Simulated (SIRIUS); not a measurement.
Crystal: Al.

```
CELL_PARAMETERS angstrom
2.72176 0.00000 0.00000
0.00000 2.72176 0.00000
0.00000 0.00000 2.72176
ATOMIC_POSITIONS crystal
Al 0.00000 0.00000 0.00000
```

The cell was built by a generator and needn't be a form met in nature.

* Program: SIRIUS 7.12.0
* Task: single point
* Functional: PBE
* Potentials or basis: all-electron FP-LAPW
* Cutoff: 158 eV
* Basis: apw+lo standard
* k mesh: 10 × 10 × 10
* Occupations: fermi-dirac, width 0.05 eV
* Spin: no spin polarisation

On this cell: band gap on the k mesh none (metal or under the smearing width).

The same run follows on a disturbed copy (cell strained at random):

```xyz
1
Lattice="2.7231 0.0227 0.0220 0.0227 2.7569 0.0478 0.0220 0.0478 2.6869" Properties=species:S:1:pos:R:3 pbc="T T T"
Al    0.0273   -0.0551    0.0088
```

Task: What changes?

Result: The energy (extrapolated to zero smearing) moves by -1.5 meV/atom; band gap on the k mesh none (metal or under the smearing width).

The energy falls, though the first cell shows no forces: that form is unstable against this distortion, unless noise or another electronic state is at work.
